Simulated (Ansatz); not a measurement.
## Li2S in Ansatz: the effect of functional

The system is Li2S.

```
S Li
1.0
     0.00000    2.86334    2.86334
     2.86334    0.00000    2.86334
     2.86334    2.86334    0.00000
S Li
1 2
Direct
  0.00000 0.00000 0.00000
  0.75000 0.75000 0.75000
  0.25000 0.25000 0.25000
```

The cell isn't the ideal one: volume scaled by 1.02.

Alike in all runs:

```yaml
Program: Ansatz 0.2.0
Task: single point
Potentials_or_basis: Ansatz PAW
k_mesh: 8 × 8 × 8
Occupations: fermi-dirac, width 0.05 eV
Spin: no spin polarisation
```

Question: One run gave: gap on the mesh 3.23 eV; pressure -1.5 GPa. Which functional did it use?
A. r2SCAN
B. PBEsol
C. LDA

Answer: B.

| functional | cutoff | gap on the mesh (eV) | pressure (GPa) |
| --- | --- | --- | --- |
| LDA | 420 eV (not typed: the program's choice for these potentials) | 3.18 | -3.3 |
| PBEsol | 420 eV (not typed: the program's choice for these potentials) | 3.23 | -1.5 |
| r2SCAN | 500 eV (not typed: the program's choice for these potentials) | 3.88 | -0.8 |

Caveats: the PAW data sets come from PBE, with cores solved anew for the run's functional, which leaves a small shift of forces and pressure.

A k mesh can miss the band edges.
